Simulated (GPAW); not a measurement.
The system is Fe.

```
Fe
1.0
    -1.44300    1.44300    1.44300
     1.44300   -1.44300    1.44300
     1.44300    1.44300   -1.44300
Fe
1
Direct
  0.00000 0.00000 0.00000
```

Base run:

```yaml
Program: GPAW 26.7.0
Functional: PBEsol
Potentials_or_basis: PAW data sets generated in the run's folder for this functional
Cutoff: 600 eV
Basis: pw
k_mesh: 13 × 13 × 13
Occupations: fermi-dirac, width 0.05 eV
Spin: collinear spin, ferromagnetic start
Starting_moments: "[3.0] μB"
```

Its results: pressure -16.0 GPa; net moment 2.26 μB per cell; site moments Fe +2.29 μB.

Problem. The run is repeated on the same cell with these changes: k mesh from 13 × 13 × 13 to 10 × 10 × 10. What comes out?

Solution. Pressure -17.8 GPa; net moment 2.16 μB per cell; site moments Fe +2.21 μB.

Caveats: so large a pressure means that the cell lies far from this level's equilibrium, or that cutoff or potentials fall short.

Not every run made on this cell is shown here.
